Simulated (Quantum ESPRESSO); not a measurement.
## NiO: zone-centre phonons under several settings

```
CELL_PARAMETERS angstrom
0.00000 2.09131 2.09131
2.09131 0.00000 2.09131
2.09131 2.09131 0.00000
ATOMIC_POSITIONS crystal
Ni 0.00000 0.00000 0.00000
O 0.50000 0.50000 0.50000
```

All runs used Quantum ESPRESSO 7.5; potentials PseudoDojo 0.4.1 SR LDA standard; k mesh 4 × 4 × 4, shifted; collinear spin, ferromagnetic start; cutoff 1333 eV; occupations fermi-dirac, width 0.05 eV.

```tsv
level	geometry	volume (Å³/atom)	pressure (GPa)	lowest optical mode without the field (cm⁻¹)
LDA	relaxed at 0 GPa	?	0.0	?
LDA	relaxed at 5 GPa	8.12	5.0	377
LDA	relaxed at 10 GPa	7.98	10.0	398
LDA	relaxed at 20 GPa	7.74	20.0	438
```

Question: What stands in the row left open?

Answer: Volume 8.27 Å³/atom; lowest optical mode without the field 353 cm⁻¹.

Caveats: all runs use coarse meshes; the mesh is thin for the phonons of a metal; a cell with one magnetic atom can't hold antiferromagnetic order, which such compounds often take; the cell is more than 3 GPa from zero pressure, which shifts response properties (some runs); the volume moved by over 15 % at a fixed basis, so the end points are rough (some runs).

For the row left open. Caveat: the k mesh is coarse (spacing up to 0.65 Å⁻¹), so the values aren't converged; the mesh is thin for the phonons of a metal; a cell with one magnetic atom can't hold antiferromagnetic order, which such compounds often take.
